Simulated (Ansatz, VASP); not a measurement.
# Cross-check of CaO between VASP and Ansatz

Wanted: the spread between two codes on one cell, functional and k mesh. The cell is taken from a series of VASP runs on this material, whose earlier steps may have relaxed, scaled or displaced it; both programs get it as it stands.

Main program and level: Ansatz 0.2.0; plane waves, with VASP 6.6.1 beside it; band structure at r2SCAN-EpsX with an exact-exchange share of 0.26.

### 1. Starting point

It takes space group Fm-3m (No. 225, cubic). The conventional cell has a = 4.817 Å, b = 4.817 Å, c = 4.817 Å, α = 90.00°, β = 90.00°, γ = 90.00°. Ca has 6 O at 2.41 Å nearest. Nearest to O lie 6 Ca at 2.41 Å. Farther neighbours and most contacts between anions are not listed.

As a file:

```cif
data_structure
_symmetry_space_group_name_H-M 'Fm-3m'
_symmetry_Int_Tables_number 225
_cell_length_a 4.8174
_cell_length_b 4.8174
_cell_length_c 4.8174
_cell_angle_alpha 90.000
_cell_angle_beta 90.000
_cell_angle_gamma 90.000
_cell_volume 111.80
loop_
_atom_site_label
_atom_site_type_symbol
_atom_site_symmetry_multiplicity
_atom_site_Wyckoff_symbol
_atom_site_fract_x
_atom_site_fract_y
_atom_site_fract_z
_atom_site_occupancy
Ca1 Ca 4 a 0.00000 0.00000 0.00000 1
O1 O 4 b 0.50000 0.00000 0.00000 1
```

### 2. Ansatz: band structure, r2SCAN-EpsX with an exact-exchange share of 0.26

Ansatz runs on its default PAW (the set named soft_2) files.

The same path points are solved in both programs, so levels can be compared one by one.

Contents of input.yaml:

```yaml
crystal:
  lattice:
    - [0.0, 2.4087, 2.4087]
    - [2.4087, 0.0, 2.4087]
    - [2.4087, 2.4087, 0.0]
  atoms:
    - { symbol: Ca, position: [0.0, 0.0, 0.0] }
    - { symbol: O, position: [0.5, 0.5, 0.5] }
hamiltonian:
  xc: { exchange: r2scan, correlation: r2scan, exx: { coeff: 0.26 } }
  pseudopotentials: { kind: paw }
kpoints:
  mp_grid: { grid: [5, 5, 5] }
  band_path:
    path:
      - [0.0, 0.0, 0.0]
      - [0.5, 0.0, 0.5]
      - [0.5, 0.22222, 0.72222]
      - [0.40278, 0.34722, 0.75]
      - [0.125, 0.125, 0.25]
      - [0.27778, 0.27778, 0.27778]
      - [0.55556, 0.38889, 0.55556]
      - [0.58333, 0.25, 0.66667]
      - [0.5, 0.30556, 0.69444]
      - [0.48611, 0.48611, 0.52778]
      - [0.625, 0.25, 0.625]
      - [0.5, 0.0, 0.5]
    npoints: 1
scf:
  occupations: { method: gaussian, width: 0.03 }
  n_extra_bands: 7
output:
  forces: true
  stress: true
  eigenvalues: true
  write_density: true
  write_potential: true
  elf: true
  volumetric_format: npy
```

The run is started by

```sh
ansatz run input.yaml --threads 4 --pin off --max-ram 9216MiB --backend cpu --events-out ev --progress --plain --runs-dir out
```

Numbers of over 12 decimals in the logs are rounded to 6 here.

Output:

```text
Warning: output.stress: scf.convergence.dr2_threshold = 1e-7 eV (the SCF's general default) is looser than the 2e-10 eV advised for a printed stress (1e-10 eV for each atom of the cell: 2). What an SCF threshold leaves in a stress goes as its square root, and in the free energy as the threshold itself, and one threshold admits the most on a small cell: [figures from the program's tests cut] Set scf.convergence.dr2_threshold to 2e-10 eV or tighter. The threshold is an SCF's pass mark: one that does not reach it within its budget of iterations ends unconverged, or closes short of it on a stop that the run arms, and scf.convergence.dr2_threshold's page says what that costs each kind of run
Warning: output.stress: scf.exx.energy_threshold = 1e-6 eV is looser than the 2e-8 eV advised for a stress under a hybrid functional (1e-8 eV for each atom of the cell: 2). Every SCF of the exchange loop can meet its threshold on dr2 while the loop round them stops early: no threshold on dr2 bounds what that leaves in the stress. Set scf.exx.energy_threshold to 2e-8 eV or tighter. The threshold is the loop's pass mark: a loop that does not reach it within its budget of cycles ends unconverged, and scf.exx.energy_threshold's page has the law
scf.n_extra_bands = 7 over 8 filled bands (N_el = 16.0): the run solves 15 bands
Engine: ansatz 0.2.0, aarch64-unknown-linux-gnu
Pseudopotentials: kind: paw
Pseudopotential: Ca, paw, valence charge 10, recommended cutoff 500 eV (meta_gga), Ca.paw.azcp
Pseudopotential: O, paw, valence charge 6, recommended cutoff 500 eV (meta_gga), O.paw.azcp
Functional definition: unnamed
  parameter a_1 = 0.26
  exchange = (1 - a_1)*r2scan_x + a_1*exact_x
  correlation = r2scan_c
Crystal: 2 atoms, lattice volume = 27.950 Å³
Basis set: ecut = 500 eV, 725 PW (Γ), exchange–correlation on 100×100×100 points (64 copies of the dense FFT grid, shifted against one another)
Bands: 15, of which v1, the nominal top of the filled ones, is band 8 counted from 1 (7 counted from 0)
Symmetry: 48 space group operations
Space group: Fm-3m (ITA 225), of the structure as read, at distance tolerance 3.0e-5 Å
k-points: 10 of 125
Non-local potential: Ca, projectors of the file, l = 0: 3, l = 1: 2, l = 2: 2
Non-local potential: O, projectors of the file, l = 0: 2, l = 1: 2, l = 2: 1
PAW form: soft (Blöchl's): semilocal exchange-correlation on the pseudo side does not see the compensation charge
PAW frozen core: Ca, regenerated for the run's functional, and the local potential with it (the file was generated under x = pbe(κ = 0.804, μ = 0.219515), c = pbe(β = 0.066725))
PAW frozen core: O, regenerated for the run's functional, and the local potential with it (the file was generated under x = pbe(κ = 0.804, μ = 0.219515), c = pbe(β = 0.066725))
PAW one-centre angular grid: Ca, 302 points (default); XC on 160 Gauss nodes
PAW one-centre angular grid: O, 302 points (default); XC on 160 Gauss nodes
Initial density: superposition of atomic densities (neutral atoms: chi_scale 0, normalization atom), corrected by the library's trained network
Initial wavefunctions: pseudopotential atomic-orbital guess
Functional: x = r2scan, c = r2scan; τ floored in thin density (d = 2e-4 eV/Å³), warm-up for x = 0.74 r2scan + 0.26 exact, c = r2scan; τ floored in thin density (d = 2e-4 eV/Å³)
SCF iter   1: F=—  HF=-2394.020044 eV  |F-HF|=—  |Δ(HF+E_count)|=         —  Δρ=1.03e-2  dr2=3.62e-2  dr2_τ=5.83e-2  ethr=1.77e-3  ⟨swp⟩=8.8  Hψ=773  notcnv=0
preconditioner: auto → none  [insulator: Δε(μ)=4.651 eV  Ē_g=21.198 eV  σ=0.030 eV  W_gap=1.00  n_scr=8 (ndim 8)  ℏωp=26.3 eV  f_vac=0.000  D(μ)=0.00/eV (n_scr^D=0)]
SCF iter   2: F=—  HF=-2394.095181 eV  |F-HF|=—  |Δ(HF+E_count)|=   7.51e-2  Δρ=8.73e-3  dr2=1.15e-2  dr2_τ=2.97e-3  ethr=2.26e-4  ⟨swp⟩=4.1  Hψ=450  notcnv=0
iter 3 solved again at ethr=5.97e-6 eV; its pass at ethr=7.21e-5 eV (dr2=9.55e-4 eV) is discarded
SCF iter   3: F=-2394.092308 eV  HF=-2394.092665 eV  |F-HF|=3.57e-4  |Δ(HF+E_count)|=   2.52e-3  Δρ=2.37e-3  dr2=9.57e-4  dr2_τ=8.34e-5  ethr=5.97e-6  ⟨swp⟩=2.0  Hψ=571  notcnv=0
SCF 1 stopped early in 3 iterations: F = -2394.092308 eV  dr2 = 9.57e-4
  greatest PAW one-centre occupation: 0.995 electrons in one spin orbital (limit 2), on the Ca atom at site 0 (counted from 0), in its partial waves of l = 0
Initial density: handed on by an earlier stage of this run
Initial wavefunctions: those handed on with the density
Functional: x = 0.74 r2scan + 0.26 exact, c = r2scan; τ floored in thin density (d = 2e-4 eV/Å³)
Frozen-core exchange: fock
SCF iter   1: F=—  HF=-2393.433533 eV  |F-HF|=—  |Δ(HF+E_count)|=         —  Δρ=8.00e-3  dr2=2.80e-2  dr2_τ=1.05e-3  ethr=5.98e-5  ⟨swp⟩=5.2  Hψ=601  notcnv=0
preconditioner: auto → none  [insulator: Δε(μ)=6.908 eV  Ē_g=24.452 eV  σ=0.030 eV  W_gap=1.00  n_scr=8 (ndim 8)  ℏωp=26.3 eV  f_vac=0.000  D(μ)=0.00/eV (n_scr^D=0)]
SCF iter   2: F=—  HF=-2393.424043 eV  |F-HF|=—  |Δ(HF+E_count)|=   9.49e-3  Δρ=2.44e-3  dr2=1.84e-3  dr2_τ=9.68e-5  ethr=5.98e-5  ⟨swp⟩=3.2  Hψ=394  notcnv=0
SCF iter   3: F=—  HF=-2393.428016 eV  |F-HF|=—  |Δ(HF+E_count)|=   3.97e-3  Δρ=7.27e-4  dr2=1.06e-4  dr2_τ=2.22e-6  ethr=7.22e-6  ⟨swp⟩=3.4  Hψ=380  notcnv=0
SCF iter   4: F=—  HF=-2393.428038 eV  |F-HF|=—  |Δ(HF+E_count)|=   2.20e-5  Δρ=3.19e-4  dr2=1.76e-5  dr2_τ=2.65e-6  ethr=6.27e-7  ⟨swp⟩=3.2  Hψ=269  notcnv=0
SCF iter   5: F=-2393.428033 eV  HF=-2393.428034 eV  |F-HF|=5.10e-7  |Δ(HF+E_count)|=   3.96e-6  Δρ=6.86e-5  dr2=2.17e-6  dr2_τ=1.77e-7  ethr=1.02e-7  ⟨swp⟩=2.7  Hψ=244  notcnv=0
SCF 2 stopped early in 5 iterations: F = -2393.428033 eV  dr2 = 2.17e-6
  greatest PAW one-centre occupation: 0.996 electrons in one spin orbital (limit 2), on the Ca atom at site 0 (counted from 0), in its partial waves of l = 0
hybrid outer 1: dexx = +5.174e-3 eV, tail = 1.53e-5 eV
Frozen-core exchange: fock
SCF iter   1: F=—  HF=-2393.428136 eV  |F-HF|=—  |Δ(HF+E_count)|=         —  Δρ=1.18e-4  dr2=2.79e-6  dr2_τ=3.11e-7  ethr=4.77e-7  ⟨swp⟩=4.3  Hψ=381  notcnv=0
preconditioner: auto → none  [insulator: Δε(μ)=6.717 eV  Ē_g=24.381 eV  σ=0.030 eV  W_gap=1.00  n_scr=8 (ndim 8)  ℏωp=26.3 eV  f_vac=0.000  D(μ)=0.00/eV (n_scr^D=0)]
SCF iter   2: F=—  HF=-2393.428136 eV  |F-HF|=—  |Δ(HF+E_count)|=   5.58e-7  Δρ=2.98e-5  dr2=1.81e-7  dr2_τ=3.62e-8  ethr=1.52e-8  ⟨swp⟩=3.0  Hψ=263  notcnv=0
SCF iter   3: F=—  HF=-2393.428136 eV  |F-HF|=—  |Δ(HF+E_count)|=   2.90e-8  Δρ=7.85e-6  dr2=2.71e-8  dr2_τ=2.56e-9  ethr=1.00e-9  ⟨swp⟩=3.0  Hψ=260  notcnv=0
SCF iter   4: F=-2393.428136 eV  HF=-2393.428136 eV  |F-HF|=3.61e-9  |Δ(HF+E_count)|=   1.02e-7  Δρ=4.84e-6  dr2=4.23e-9  dr2_τ=1.02e-9  ethr=4.41e-11  ⟨swp⟩=4.2  Hψ=418  notcnv=0
SCF 3 converged in 4 iterations: F = -2393.428136 eV  dr2 = 4.23e-9
  Residual-converged pass: ⟨swp⟩=2.7  Hψ=238  notcnv=0  max |occ|·‖R‖ = 2.3e-6 eV (tolerance 2.4e-6 eV)  dr2=4.24e-9  dr2_τ=1.03e-9  dr2_onsite=1.15e-9  max |Δocc| = 0.0e0
hybrid outer 2: dexx = +1.824e-7 eV, tail = 1.86e-8 eV, Δε = 2.47e-3 eV (about 1.12e-4 eV left of the loop's levels)
NSCF: frozen V_eff on 12 k-points
hybrid SCF converged: 2 outer / 9 inner (+3 warm-up), last move |dexx| = 1.82e-7 eV, tail = 1.86e-8 eV
Stability not checked: this state was not tested for a lower state beside it, because the functional holds exact exchange (a hybrid, or Hartree-Fock), whose exchange loop this test does not read (fock_operator; see scf.lower_state_search)
Free energy (F): -2393.428136 eV
Frozen-core exchange: fock
Harris-Foulkes:  -2393.428136 eV  (|F-HF|=3.61e-9)
Internal energy: -2393.428136 eV  (E = F + TS)
E sigma→0 (E₀):  -2393.428136 eV
Fermi energy:    9.223366 eV
--- Per-component energies (eV) ---
  E_band       = -151.168672
  E_kinetic    = 457.251966
  E_local      = -893.820712  (includes V_loc(G=0)·N_el)
  E_nonlocal   = 109.419952
  E_hartree    = 296.879635
  E_xc         = -161.511605
  E_vxc        = -225.838821  (∫ρ·V_xc dr)
  E_exx        = -57.217981  (= α·E_x^exact, valence–valence)
  E_paw        = -1016.737355  (= ΣΔE_a)
  E_vpaw       = -89.302751  (= ΣTr[D̂ρ^β])
  E_aug_tail   = 0.000917  (compensation charges beyond the density's cutoff)
  E_vtau       = 11.796387  (kinetic-family band-sum trace: ∫τ·v_τ [+ j·A + Jᵃ·Aᵃ] dr)
  E_ewald      = -1127.349285
  E_core_change = -0.343668  (= ΣΔE_core)
  E_smearing   = -0.000000  (= −TS)
  E_closure    = 0.000000  (closes the sum)
  Σ components = -2393.428136   (vs F -2393.428136, Δ=0.00e0)
--- Forces (eV/Å), atoms counted from 1 ---
  atom   1  Ca    -0.00000000     0.00000000     0.00000000
  atom   2  O      0.00000000    -0.00000000    -0.00000000
  max |Σ_I F_I| component: 1.33e-29 eV/Å
--- Stress (GPa, compression-positive) ---
       -2.818703      -0.000000      -0.000000
        0.000000      -2.818703       0.000000
        0.000000      -0.000000      -2.818703
  P = ⅓ Tr σ = -2.8187 GPa (-28.187 kbar)
--- Band table (eV; the first three rows and the last of 10) ---
  k-point 0: bands = [... 4 lower, -11.8214, 5.8641, 5.8641, 5.8641, 13.3127, 15.3316, 15.3316, 15.3316, ... 3 higher]
  k-point 1: bands = [... 4 lower, -11.2045, 4.6963, 5.3843, 5.3843, 14.8580, 15.2779, 16.0522, 16.0522, ... 3 higher]
  k-point 2: bands = [... 4 lower, -10.4922, 3.2694, 4.7185, 4.7185, 15.8646, 16.9825, 17.4839, 17.4839, ... 3 higher]
  k-point 9: bands = [... 4 lower, -10.9887, 4.1334, 4.7487, 4.8960, 14.5569, 16.3254, 17.8510, 18.7272, ... 3 higher]
```

It took 16 s on 4 threads of Arm Neoverse V1, shared host; peak memory 0.67 GiB.

(Continued in part 2 of 2.)

[Lines on the potential files, build, host, timing and source positions are cut from VASP's logs without a mark.]

[Logs are printed without paths, hosts, clocks, repeated set-up lines and the standing remarks that a program may print on its own settings, such as how far it seeks lower states.]

[Hosts, paths, dates, database ids (printed as entryN), source tags and the programs' standing remarks are cut or masked in the printed files.]
